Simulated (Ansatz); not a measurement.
# TiCo2: properties at the relaxed cell

One table from this session's results is given with a row withheld; the runs are named, their logs left out.

Method: DFT PBEsol, scalar-relativistic, plane waves, PAW, in Ansatz 0.2.0.

2 further runs of the same task are left out: 2 set aside as unsound or not needed.

## Starting point

The structure is cubic, space group Fd-3m (No. 227). The conventional cell has a = 6.553 Å, b = 6.553 Å, c = 6.553 Å, α = 90.00°, β = 90.00°, γ = 90.00°. Around Ti (site symmetry -43m) lie 12 Co at 2.72 Å and 4 Ti at 2.84 Å. Co (site symmetry -3m) is surrounded by 6 Co at 2.32 Å.

As a file:

```cif
data_structure
_symmetry_space_group_name_H-M 'P 1'
_symmetry_Int_Tables_number 1
_cell_length_a 4.6334
_cell_length_b 4.6334
_cell_length_c 4.6334
_cell_angle_alpha 60.000
_cell_angle_beta 60.000
_cell_angle_gamma 60.000
_cell_volume 70.34
loop_
_atom_site_label
_atom_site_type_symbol
_atom_site_fract_x
_atom_site_fract_y
_atom_site_fract_z
_atom_site_occupancy
Ti1 Ti 0.50000 0.50000 0.50000 1
Ti2 Ti 0.75000 0.75000 0.75000 1
Co1 Co 0.12500 0.12500 0.12500 1
Co2 Co 0.62500 0.12500 0.12500 1
Co3 Co 0.12500 0.12500 0.62500 1
Co4 Co 0.12500 0.62500 0.12500 1
```

It is the result of an earlier relaxation at this level (volume 11.72 Å³/atom; gap on the mesh: none (metal)).

Set-up of the first run:

input.yaml reads:

```yaml
crystal:
  lattice:
    - [0.0, 3.2763183212, 3.2763183212]
    - [3.2763183212, 0.0, 3.2763183212]
    - [3.2763183212, 3.2763183212, 0.0]
  atoms:
    - { symbol: Ti, position: [0.5, 0.5, 0.5] }
    - { symbol: Ti, position: [0.75, 0.75, 0.75] }
    - { symbol: Co, position: [0.125, 0.125, 0.125] }
    - { symbol: Co, position: [0.625, 0.125, 0.125] }
    - { symbol: Co, position: [0.125, 0.125, 0.625] }
    - { symbol: Co, position: [0.125, 0.625, 0.125] }
basis:
  ecutwfc: 420
kpoints:
  mp_grid: { grid: [10, 10, 10] }
  band_path:
    path:
      - [[0.0, 0.0, 0.0], [0.5, 0.0, 0.5], [0.625, 0.25, 0.625]]
      - [[0.375, 0.375, 0.75], [0.0, 0.0, 0.0], [0.5, 0.5, 0.5], [0.5, 0.25, 0.75], [0.5, 0.0, 0.5]]
    npoints: 14
hamiltonian:
  xc: pbesol
scf:
  occupations: { method: gaussian, width: 0.1 }
  n_extra_bands: 15
output:
  forces: true
  stress: true
  eigenvalues: true
  populations: true
  dos: { projected: true, de: 0.02, nscf_kmesh: { grid: [15, 15, 15] } }
  bader: true
  write_density: true
  write_potential: true
  elf: true
  volumetric_format: npy
checkpoint:
  read: start.run
  write: ck
  compress: false
  write_wavefunctions: false
  write_every: 100000
```

The run is started by

```
ansatz run input.yaml --threads 1 --pin off --max-ram 2560MiB --backend cpu --events-out ev --progress --plain --runs-dir out
```

Among the steps run: Electronic structure at the relaxed geometry; The cell as listed, for comparison; Point at V/V0 = 0.97; The cell scaled to 1.03 of its volume; Point at V/V0 = 0.94; The cell scaled to 1.06 of its volume; Volume × 0.91; Volume × 1.10; Point at V/V0 = 0.88.

One of the session's tables, all rows but one given; the rest of the session is left out.

It belongs to the step «Fit of the equation of state». 

```
volume (Å³/atom)  energy above the lowest point (meV/atom)  pressure (GPa)
          10.316                                     152.8           39.12
          10.668                                      80.9           26.84
          11.020                                      33.8           16.42
          11.371                                         ?               ?
          11.723                                       0.0            0.02
          12.075                                       7.3           -6.39
          12.426                                      27.6          -11.83
          12.895                                      71.6          -17.83
```

Q: Estimate the row for volume (Å³/atom) = 11.371 from the others.

Worked estimate for «energy above the lowest point (meV/atom)». A straight line through the neighbours (11.020, 33.8) and (11.723, 0.0) gives 33.8 + (0.0 − 33.8) × (11.371 − 11.020) / (11.723 − 11.020) = 16.9; a parabola fitted to 4 rows on both sides gives 7.9.

**Answer.** energy above the lowest point (meV/atom): 7.9; pressure (GPa): 7.55. In «energy above the lowest point (meV/atom)» the line misses by +9.0 and the parabola by 0.0.

Caveats from the session: Spin polarisation is off in the runs that give these values; a magnetic solution could lie lower. Warnings in the runs' records: seeded moment not kept.
